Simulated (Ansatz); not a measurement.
Level of theory: DFT PBE, scalar-relativistic, plane waves, PAW in Ansatz 0.2.0. Settings: cutoff 420 eV, Γ-centred meshes spaced at most about 0.3 Å⁻¹, and about 0.25 Å⁻¹ or finer for metals (2π included), Gaussian smearing. No spin polarisation.

Temperature and zero-point effects are left out.

Question: Order these relaxed structures of CuSbSe4 by energy, lowest first, with the energy over the lowest of them.
A.

```
Cu Sb Se
1.0
    -2.60576    2.60576    6.26480
     2.60576   -2.60576    6.26480
     2.60576    2.60576   -6.26480
Cu Sb Se
1 1 4
Direct
  0.50000 0.50000 0.00000
  0.00000 0.00000 0.00000
  0.39464 0.39464 0.53086
  0.60536 0.13622 0.00000
  0.86378 0.86378 0.46914
  0.13622 0.60536 0.00000
```

B.

```
Cu Sb Se
1.0
     5.17158    0.00000    0.00000
     0.00000    5.17158    0.00000
     0.00000    0.00000    5.49187
Cu Sb Se
1 1 4
Direct
  0.00000 0.00000 0.06129
  0.50000 0.50000 0.34833
  0.50000 0.00000 0.04503
  0.00000 0.50000 0.04503
  0.50000 0.00000 0.57780
  0.00000 0.50000 0.57780
```

C.

```
Cu Sb Se
1.0
     3.82170    0.00000    0.00000
    -1.91085    3.30969    0.00000
     0.00000    0.00000   10.95254
Cu Sb Se
1 1 4
Direct
  0.66667 0.33333 0.50000
  0.66667 0.33333 0.00000
  0.33333 0.66667 0.61544
  0.00000 0.00000 0.83054
  0.00000 0.00000 0.16946
  0.33333 0.66667 0.38456
```

D.

```
Cu Sb Se
1.0
     2.29968    1.32772    7.68242
    -2.29968    1.32772    7.68242
     0.00000   -2.65544    7.68242
Cu Sb Se
1 1 4
Direct
  0.00000 0.00000 0.00000
  0.50000 0.50000 0.50000
  0.65167 0.65167 0.65167
  0.10926 0.10926 0.10926
  0.89074 0.89074 0.89074
  0.34833 0.34833 0.34833
```

Answer: C (0 meV/atom), A (53 meV/atom), D (69 meV/atom), B (124 meV/atom). Forms: C P-6m2; A I-42m; D R-3m; B P4mm. Counting Se atoms around Cu and Sb (those within 1.25 times the shortest such distance or 1.15 times the sum of covalent radii; a plus sign parts nearer from farther groups): C has Cu 6, Sb 6; A has Cu 4, Sb 4; D has Cu 8, Sb 6+2; B has Cu 4, Sb 8. C holds Se–Se pairs (shortest 2.53 Å); B holds Se–Se pairs (shortest 2.57 Å) (bonds between like non-metal atoms; other contacts aren't counted). All come from invented guesses. The lowest form computed isn't among them: it has space group P2/m (No. 10), 31.3 Å³/atom and lies 19 meV/atom below the best shown.

The k mesh leaves some 4 meV/atom of noise in the energy of each metallic cell. Weakly bound directions are ill-defined at this level, which has no dispersion term (P-6m2, I-42m), and this can change margins and order among such cells. These runs have no spin–orbit coupling, which can matter for Sb. No Hubbard U is applied to the 3d shell of Cu. Cells relaxed within their symmetry can be saddle points. Some types were kept out of the candidates beforehand, so the set may lack a known form.
